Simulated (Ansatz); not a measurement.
# Pt: which structure wins, with spin-orbit coupling

Which of fcc, bcc, hcp is lowest for Pt, with spin-orbit coupling? The runs shown use PAW and LAPW.

Method: DFT LDA, with the methods named in each step, in Ansatz 0.2.0.

1 further run of the same task is left out (it didn't finish).

### Step 1. The structure to begin with

It takes space group Fm-3m (No. 225, cubic). Conventional cell: a = 3.895 Å, b = 3.895 Å, c = 3.895 Å, α = 90.00°, β = 90.00°, γ = 90.00°. Pt (site symmetry m-3m) has 12 Pt at 2.75 Å as nearest neighbours.

Coordinates:

```
Pt
1.0
     0.00000    1.94742    1.94742
     1.94742    0.00000    1.94742
     1.94742    1.94742    0.00000
Pt
1
Direct
  0.00000 0.00000 0.00000
```

### Step 2. Fcc relaxed, PAW

File input.yaml:

```yaml
crystal:
  lattice:
    - [0.0, 1.9474215318, 1.9474215318]
    - [1.9474215318, 0.0, 1.9474215318]
    - [1.9474215318, 1.9474215318, 0.0]
  atoms:
    - { symbol: Pt, position: [0.0, 0.0, 0.0] }
kpoints:
  mp_grid: { grid: [18, 18, 18] }
scf:
  occupations: { method: fermi_dirac, width: 0.05 }
hamiltonian:
  xc: lda
  pseudopotentials: { kind: paw_fr }
output:
  forces: true
  stress: true
relax:
  f_tol: 0.005
  max_steps: 40
  cell: {}
magnetization:
  noncollinear: true
  spin_orbit: true
```

The run is started by

```
> ansatz run input.yaml --threads 2 --pin off --max-ram 5120MiB --backend cpu --events-out ev --progress --plain --runs-dir out
```

Log:

```text
Engine: ansatz 0.2.0
Pseudopotentials: kind: paw_fr
Pseudopotential: Pt, paw_fr, valence charge 18, recommended cutoff 420 eV (normal)#standard-fr
Functional definition: SPW92
  exchange = slater_x
  correlation = pw_c
non-collinear run that drives no moment, with spin-orbit: no starting moment large enough to seed its density (crystal.atoms[].spin), no starting occupations that ask for one, no magnetisation constraint and no magnetic field, so the semilocal B_xc is pinned to zero
Crystal: 1 atoms, lattice volume = 14.771 Å³
Basis set: ecut = 420 eV, 283 PW (Γ)
Bands: 26, of which v1, the nominal top of the filled ones, is band 18 counted from 1 (17 counted from 0)
Symmetry: 48 space group operations + 48 with time reversal
Magnetic group: BNS 225.117 (UNI 1619), of the structure as read, at distance tolerance 2.5e-5 Å
k-points: 195 of 5832
Projection manifold: j_resolved (fully-relativistic pseudo-atomic orbitals)
Non-local potential: Pt, projectors of the file, l = 0: 3, l = 1: 4, l = 2: 4, l = 3: 2
PAW form: soft (Blöchl's): semilocal exchange-correlation on the pseudo side does not see the compensation charge
PAW frozen core: Pt, regenerated for the run's functional, and the local potential with it (the file was generated under x = pbe(κ = 0.804, μ = 0.2195149727645171), c = pbe(β = 0.06672455060314922))
PAW one-centre angular grid: Pt, 590 points (default); XC on 64 Gauss nodes
Initial density: superposition of atomic densities (chi_scale 0.1, normalization cell)
Initial wavefunctions: pseudopotential atomic-orbital guess
Functional: x = slater, c = lda
SCF iter   1: F=—  HF=-12278.709475 eV  |F-HF|=—  |Δ(HF+E_count)|=         —  Δρ=9.42e-2  dr2=1.21e0  dr2_m=0.00e0 (ungated)  ethr=3.10e-3  |M|=0.00e0 ∫|m|=0.00e0 μB  |m|>n=0.0e0 m-floor=0.0e0 τ_xc=0.0e0  β_m=0.30  ⟨swp⟩=6.0  Hψ=11882  notcnv=0  defer=42
preconditioner: auto → none  [metal: Δε(μ)=0.010 eV  Ē_g=14.113 eV  σ=0.050 eV  W_gap=0.05  n_scr=8 (ndim 8)  ℏωp=30.6 eV  f_vac=0.000  D(μ)=1.61/eV (n_scr^D=14)  sad-step TF]
SCF iter   2: F=—  HF=-12278.470968 eV  |F-HF|=—  |Δ(HF+E_count)|=   2.39e-1  Δρ=6.36e-2  dr2=5.40e-1  dr2_m=0.00e0 (ungated)  ethr=3.10e-3  |M|=0.00e0 ∫|m|=0.00e0 μB  |m|>n=0.0e0 m-floor=0.0e0 τ_xc=0.0e0  β_m=0.59  ⟨swp⟩=2.0  Hψ=3754  notcnv=0  defer=518
SCF iter   3: F=—  HF=-12278.283286 eV  |F-HF|=—  |Δ(HF+E_count)|=   1.88e-1  Δρ=7.13e-3  dr2=2.79e-3  dr2_m=0.00e0 (ungated)  ethr=3.00e-3  |M|=0.00e0 ∫|m|=0.00e0 μB  |m|>n=0.0e0 m-floor=0.0e0 τ_xc=0.0e0  β_m=0.79  ⟨swp⟩=2.0  Hψ=3712  notcnv=0  defer=518
SCF iter   4: F=—  HF=-12278.284965 eV  |F-HF|=—  |Δ(HF+E_count)|=   1.68e-3  Δρ=6.92e-4  dr2=5.69e-5  dr2_m=0.00e0 (ungated)  ethr=1.55e-5  |M|=0.00e0 ∫|m|=0.00e0 μB  |m|>n=0.0e0 m-floor=0.0e0 τ_xc=0.0e0  β_m=0.79  ⟨swp⟩=2.6  Hψ=4414  notcnv=0  defer=516
SCF iter   5: F=—  HF=-12278.284946 eV  |F-HF|=—  |Δ(HF+E_count)|=   1.87e-5  Δρ=9.21e-5  dr2=1.10e-6  dr2_m=0.00e0 (ungated)  ethr=3.16e-7  |M|=0.00e0 ∫|m|=0.00e0 μB  |m|>n=0.0e0 m-floor=0.0e0 τ_xc=0.0e0  β_m=0.86  ⟨swp⟩=2.2  Hψ=3531  notcnv=0  defer=516
SCF iter   6: F=-12278.284946 eV  HF=-12278.284946 eV  |F-HF|=1.36e-9  |Δ(HF+E_count)|=   3.57e-9  Δρ=5.42e-6  dr2=2.28e-9  dr2_m=0.00e0 (ungated)  ethr=5.56e-10  |M|=0.00e0 ∫|m|=0.00e0 μB  |m|>n=0.0e0 m-floor=0.0e0 τ_xc=0.0e0  ⟨swp⟩=4.0  Hψ=7906  notcnv=0
SCF 1 converged in 6 iterations: F = -12278.284946 eV  dr2 = 2.28e-9
relax step   1: F+E_penalty+E_count = -12278.28494618 eV  Δ(F+E_penalty+E_count) = +0.000e0 eV  max|allowed force component| = 0.000e0 eV/Å  Δτ_max = 0.0000 Å  P = +0.298 GPa  Ω = 14.771 Å³  (6 SCF iters, dr2 threshold 1.00e-7 eV, accepted)
Crystal: 1 atoms, lattice volume = 14.810 Å³
Projection manifold: j_resolved (fully-relativistic pseudo-atomic orbitals)
Initial density: handed on by an earlier stage of this run
Initial wavefunctions: those handed on with the density
iter 1 solved again at ethr=1.17e-8 eV; its pass at ethr=3.10e-3 eV (dr2=2.10e-6 eV) is discarded
SCF iter   1: F=—  HF=-12278.284908 eV  |F-HF|=—  |Δ(HF+E_count)|=         —  Δρ=1.89e-4  dr2=2.76e-6  dr2_m=0.00e0 (ungated)  ethr=1.17e-8  |M|=0.00e0 ∫|m|=0.00e0 μB  |m|>n=0.0e0 m-floor=0.0e0 τ_xc=0.0e0  β_m=0.30  ⟨swp⟩=2.2  Hψ=12318  notcnv=0
preconditioner: auto → none  [metal: Δε(μ)=0.019 eV  Ē_g=14.390 eV  σ=0.050 eV  W_gap=0.09  n_scr=8 (ndim 8)  ℏωp=30.5 eV  f_vac=0.000  D(μ)=1.54/eV (n_scr^D=14)]
SCF iter   2: F=—  HF=-12278.284907 eV  |F-HF|=—  |Δ(HF+E_count)|=   5.22e-7  Δρ=1.22e-4  dr2=8.19e-7  dr2_m=0.00e0 (ungated)  ethr=1.17e-8  |M|=0.00e0 ∫|m|=0.00e0 μB  |m|>n=0.0e0 m-floor=0.0e0 τ_xc=0.0e0  β_m=0.47  ⟨swp⟩=1.3  Hψ=2835  notcnv=0
SCF iter   3: F=-12278.284907 eV  HF=-12278.284907 eV  |F-HF|=5.81e-9  |Δ(HF+E_count)|=   1.33e-7  Δρ=3.30e-5  dr2=5.60e-8  dr2_m=0.00e0 (ungated)  ethr=5.56e-10  |M|=0.00e0 ∫|m|=0.00e0 μB  |m|>n=0.0e0 m-floor=0.0e0 τ_xc=0.0e0  ⟨swp⟩=2.7  Hψ=7945  notcnv=0
SCF 2 converged in 3 iterations: F = -12278.284907 eV  dr2 = 5.60e-8
relax step   2: F+E_penalty+E_count = -12278.28490717 eV  Δ(F+E_penalty+E_count) = +3.901e-5 eV  max|allowed force component| = 0.000e0 eV/Å  Δτ_max = 0.0000 Å  P = -0.509 GPa  Ω = 14.810 Å³  energy of the carried Pulay correction = -1.275e-5 eV  (3 SCF iters, dr2 threshold 1.00e-7 eV, rejected (line search))
Crystal: 1 atoms, lattice volume = 14.786 Å³
Projection manifold: j_resolved (fully-relativistic pseudo-atomic orbitals)
iter 1 solved again at ethr=2.74e-9 eV; its pass at ethr=3.10e-3 eV (dr2=4.94e-7 eV) is discarded
SCF iter   1: F=—  HF=-12278.284955 eV  |F-HF|=—  |Δ(HF+E_count)|=         —  Δρ=8.87e-5  dr2=6.89e-7  dr2_m=0.00e0 (ungated)  ethr=2.74e-9  |M|=0.00e0 ∫|m|=0.00e0 μB  |m|>n=0.0e0 m-floor=0.0e0 τ_xc=0.0e0  β_m=0.30  ⟨swp⟩=2.9  Hψ=11998  notcnv=0
preconditioner: auto → none  [metal: Δε(μ)=0.019 eV  Ē_g=14.408 eV  σ=0.050 eV  W_gap=0.09  n_scr=8 (ndim 8)  ℏωp=30.5 eV  f_vac=0.000  D(μ)=1.54/eV (n_scr^D=14)]
SCF iter   2: F=—  HF=-12278.284955 eV  |F-HF|=—  |Δ(HF+E_count)|=   1.53e-7  Δρ=5.52e-5  dr2=1.78e-7  dr2_m=0.00e0 (ungated)  ethr=2.74e-9  |M|=0.00e0 ∫|m|=0.00e0 μB  |m|>n=0.0e0 m-floor=0.0e0 τ_xc=0.0e0  β_m=0.44  ⟨swp⟩=2.0  Hψ=3380  notcnv=0
SCF iter   3: F=—  HF=-12278.284955 eV  |F-HF|=—  |Δ(HF+E_count)|=   3.33e-8  Δρ=1.74e-5  dr2=1.42e-8  dr2_m=0.00e0 (ungated)  ethr=9.91e-10  |M|=0.00e0 ∫|m|=0.00e0 μB  |m|>n=0.0e0 m-floor=0.0e0 τ_xc=0.0e0  β_m=0.55  ⟨swp⟩=1.0  Hψ=2535  notcnv=0
SCF iter   4: F=—  HF=-12278.284955 eV  |F-HF|=—  |Δ(HF+E_count)|=  5.15e-10  Δρ=1.18e-6  dr2=3.98e-11  dr2_m=0.00e0 (ungated)  ethr=7.89e-11  |M|=0.00e0 ∫|m|=0.00e0 μB  |m|>n=0.0e0 m-floor=0.0e0 τ_xc=0.0e0  β_m=0.74  ⟨swp⟩=1.8  Hψ=3183  notcnv=0
SCF iter   5: F=-12278.284955 eV  HF=-12278.284955 eV  |F-HF|=0.00e0  |Δ(HF+E_count)|=  3.46e-11  Δρ=1.83e-7  dr2=3.29e-12  dr2_m=0.00e0 (ungated)  ethr=1.00e-12  |M|=0.00e0 ∫|m|=0.00e0 μB  |m|>n=0.0e0 m-floor=0.0e0 τ_xc=0.0e0  ⟨swp⟩=5.0  Hψ=9612  notcnv=0
SCF 3 converged in 5 iterations: F = -12278.284955 eV  dr2 = 3.29e-12
relax step   3: F+E_penalty+E_count = -12278.28495492 eV  Δ(F+E_penalty+E_count) = -8.740e-6 eV  max|allowed force component| = 0.000e0 eV/Å  Δτ_max = 0.0000 Å  P = -0.001 GPa  Ω = 14.786 Å³  energy of the carried Pulay correction = -4.699e-6 eV  (5 SCF iters, accepted)
Projection manifold: j_resolved (fully-relativistic pseudo-atomic orbitals)
Initial wavefunctions: pseudopotential atomic-orbital guess (no wavefunctions were taken with the density)
iter 1 solved again at ethr=4.53e-8 eV; its pass at ethr=3.10e-3 eV (dr2=8.15e-6 eV) is discarded
SCF iter   1: F=—  HF=-12278.284959 eV  |F-HF|=—  |Δ(HF+E_count)|=         —  Δρ=1.30e-6  dr2=3.72e-11  dr2_m=0.00e0 (ungated)  ethr=4.53e-8  |M|=0.00e0 ∫|m|=0.00e0 μB  |m|>n=0.0e0 m-floor=0.0e0 τ_xc=0.0e0  β_m=0.30  ⟨swp⟩=3.1  Hψ=18639  notcnv=0
eigensolver tolerance schedule: the retry pair's looser diagonalisation over-reported the residual by 218983.09 of it (diagonalisation noise at an unbounded share of the residual, at the tolerance the schedule requests for it); recorded, not acted on — ethr = c·dr2/N_el stays at c = 1.0e-1
SCF iter   2: F=—  HF=-12278.284958 eV  |F-HF|=—  |Δ(HF+E_count)|=   1.07e-6  Δρ=9.27e-7  dr2=1.80e-11  dr2_m=0.00e0 (ungated)  ethr=1.00e-12  |M|=0.00e0 ∫|m|=0.00e0 μB  |m|>n=0.0e0 m-floor=0.0e0 τ_xc=0.0e0  β_m=0.60  ⟨swp⟩=3.3  Hψ=5421  notcnv=0
SCF iter   3: F=—  HF=-12278.284958 eV  |F-HF|=—  |Δ(HF+E_count)|=  1.82e-12  Δρ=2.94e-7  dr2=1.05e-11  dr2_m=0.00e0 (ungated)  ethr=1.00e-12  |M|=0.00e0 ∫|m|=0.00e0 μB  |m|>n=0.0e0 m-floor=0.0e0 τ_xc=0.0e0  β_m=0.47  ⟨swp⟩=4.9  Hψ=9164  notcnv=0
SCF iter   4: F=-12278.284958 eV  HF=-12278.284958 eV  |F-HF|=1.82e-12  |Δ(HF+E_count)|=    0.00e0  Δρ=1.14e-7  dr2=1.38e-12  dr2_m=0.00e0 (ungated)  ethr=1.00e-12  |M|=0.00e0 ∫|m|=0.00e0 μB  |m|>n=0.0e0 m-floor=0.0e0 τ_xc=0.0e0  ⟨swp⟩=4.0  Hψ=8154  notcnv=0
SCF 4 converged in 4 iterations: F = -12278.284958 eV  dr2 = 1.38e-12
relax step   4: F+E_penalty+E_count = -12278.28495775 eV  Δ(F+E_penalty+E_count) = -2.832e-6 eV  max|allowed force component| = 0.000e0 eV/Å  Δτ_max = 0.0000 Å  P = -0.001 GPa  Ω = 14.786 Å³  stress off target by 9.45e-4 GPa  SCF on the basis re-selected at this cell (its energy is not comparable with the rows above)  (4 SCF iters)
basis re-selected at this cell: Δ(F+E_penalty+E_count) = -2.832e-6 eV, ΔP = -0.000 GPa vs the last step (what re-selecting the basis moved, of the pressure what is left beyond the Pulay correction that the steps carried, after the strain that the cell walked since its last selection, with what the two solves' SCF thresholds leave and, on support functions, any second-order correction that the steps lacked; it is no measure of the basis error at this ecutwfc). This SCF's stress stands 9.45e-4 GPa from its target on what of the cell is left free (relax.cell.stress_tol is 5.00e-2 GPa) and its largest allowed force component is 0.00e0 eV/Å (relax.f_tol is 5.00e-3 eV/Å): within both
SCF converged after 4 iterations
Magnetization: |M| = 0.0000 μB,  M = (+0.0000, +0.0000, +0.0000) μB
Absolute magnetization: 0.0000 μB (∫|m|)
  site 0: m = (+0.0000, +0.0000, +0.0000) μB, |m| = 0.0000 μB  (R = 1.14 Å)
Free energy (F): -12278.284958 eV
Harris-Foulkes:  -12278.284958 eV  (|F-HF|=1.82e-12)
Internal energy: -12278.272420 eV  (E = F + TS)
E sigma→0 (E₀):  -12278.278689 eV
Entropy (-TS):   -0.012538 eV (-12.538 meV/atom)
Fermi energy:    23.774601 eV
--- Per-component energies (eV) ---
  E_band       = -131.230456
  E_kinetic    = 638.834885
  E_local      = -1436.197153  (includes V_loc(G=0)·N_el)
  E_nonlocal   = 195.095180
  E_hartree    = 532.232376
  E_xc         = -260.974949
  E_vxc        = -303.554127  (∫ρ·V_xc dr)
  E_paw        = -9202.619262  (= ΣΔE_a)
  E_vpaw       = -289.874067  (= ΣTr[D̂ρ^β])
  E_aug_tail   = 0.000128  (compensation charges beyond the density's cutoff)
  E_ewald      = -2745.116255
  E_core_change = 0.472630  (= ΣΔE_core)
  E_smearing   = -0.012538  (= −TS)
  E_closure    = 0.000000  (closes the sum)
  Σ components = -12278.284958   (vs F -12278.284958, Δ=0.00e0)
--- Forces (eV/Å), atoms counted from 1 ---
  atom   1  Pt     0.00000000     0.00000000    -0.00000000
  max |Σ_I F_I| component: 6.37e-32 eV/Å
--- Stress (GPa, compression-positive) ---
       -0.000945      -0.000000       0.000000
       -0.000000      -0.000945      -0.000000
       -0.000000      -0.000000      -0.000945
  P = ⅓ Tr σ = -0.0009 GPa (-0.009 kbar)
--- Relaxed structure (3 steps of the walk, 2 accepted, 1 SCFs on fresh bases) ---
  F+E_penalty+E_count = -12278.28495775 eV   max|allowed force component| = 0.000e0 eV/Å   (the final SCF, on the basis selected at the relaxed cell)
  cell:  # Å, volume = 14.7855 Å³
    - [5.095372032895589e-35, 1.94806010651115, 1.94806010651115]
    - [1.94806010651115, -1.2738430082238974e-35, 1.94806010651115]
    - [1.94806010651115, 1.94806010651115, 5.732293537007539e-35]
  atoms:
    - { symbol: Pt, position: [0.0, 0.0, 0.0] }
```

Wall time 11 s (2 threads of Arm Neoverse V2, shared host); peak memory 0.43 GiB.

Relaxation path:

```csv
step,energy from step 1 (eV/cell),largest force component (eV/Å),pressure (GPa),volume (Å³)
1,0.0000,0.0000,0.30,14.77
2x,0.0000,0.0000,-0.51,14.81
3,0.0000,0.0000,0.00,14.79
4,0.0000,0.0000,0.00,14.79
```

Step 1 is the start. Step 4 repeats the geometry before on a plane-wave basis chosen anew for that cell, so the energy can jump there without any move; the table keeps such jumps. 1 step was tried and not accepted (marked x).

| input's cell | before | after | change |
| --- | --- | --- | --- |
| a (Å) | 2.754 | 2.755 | +0.0 % |
| b (Å) | 2.754 | 2.755 | +0.0 % |
| c (Å) | 2.754 | 2.755 | +0.0 % |
| volume (Å³/atom) | 14.77 | 14.79 | +0.1 % |

### Step 3. Fcc relaxed, LAPW

File input.yaml:

```yaml
crystal:
  lattice:
    - [0.0, 1.9480601065, 1.9480601065]
    - [1.9480601065, 0.0, 1.9480601065]
    - [1.9480601065, 1.9480601065, 0.0]
  atoms:
    - { symbol: Pt, position: [0.0, 0.0, 0.0] }
kpoints:
  mp_grid: { grid: [18, 18, 18] }
scf:
  occupations: { method: fermi_dirac, width: 0.05 }
hamiltonian:
  xc: lda
  pseudopotentials: { kind: all_electron, lapw: { basis_error: 0.0005 } }
output:
  forces: true
  stress: true
  eigenvalues: true
  populations: true
relax:
  f_tol: 0.005
  max_steps: 25
  cell: {}
magnetization:
  noncollinear: true
  spin_orbit: true
```

The run is started by

```
> ansatz run input.yaml --threads 2 --pin off --max-ram 5120MiB --backend cpu --events-out ev --progress --plain --runs-dir out
```

Log (excerpt; [...] marks lines left out):

```text
[...]
Pt: projections on atomic orbitals take those of the free atom 1s2 2s2 2p6 3s2 3p6 3d10 4s2 4p6 4d10 4f14 5s2 5p6 5d9 6s1, of charge +0.00 (hamiltonian.pseudopotentials.projection_atoms)
LAPW: plane waves up to 9.118 Å⁻¹, error target 5.0e-4 eV per atom; Dirac's equation on spinors; Pt in spheres of 1.336 Å, 42 of its electrons in bands
[...]
Pseudopotentials: kind: all_electron
[...]
  F+E_penalty+E_count = -501584.68342244 eV   max|allowed force component| = 0.000e0 eV/Å   (the final SCF, on the basis selected at the relaxed cell)
  cell:  # Å, volume = 14.7855 Å³
    - [0.0, 1.9480601065, 1.9480601065]
    - [1.9480601065, 0.0, 1.9480601065]
    - [1.9480601065, 1.9480601065, 0.0]
  atoms:
    - { symbol: Pt, position: [0.0, 0.0, 0.0] }
--- Löwdin populations: 1 site ---
  site symbol       q [e]
     0     Pt     77.7431
  spilling = 0.003293 (of n_electrons = 78.000000)
```

It took 3.7 min on 2 threads of Arm Neoverse V2, shared host; peak memory 0.95 GiB.

Relaxation path:

| step | energy from step 1 (eV/cell) | largest force component (eV/Å) | pressure (GPa) | volume (Å³) |
| --- | --- | --- | --- | --- |
| 1 | 0.0000 | 0.0000 | 0.01 | 14.79 |
| 2 | 0.0000 | 0.0000 | 0.01 | 14.79 |

Step 1 is the start. Step 2 repeats the geometry before on a plane-wave basis chosen anew for that cell, so the energy can jump there without any move; the table keeps such jumps.

| input's cell | before | after | change |
| --- | --- | --- | --- |
| a (Å) | 2.755 | 2.755 | -0.0 % |
| b (Å) | 2.755 | 2.755 | -0.0 % |
| c (Å) | 2.755 | 2.755 | -0.0 % |
| volume (Å³/atom) | 14.79 | 14.79 | -0.0 % |

Result: pressure 0.01 GPa; no gap.

[end of part 1 of 2]
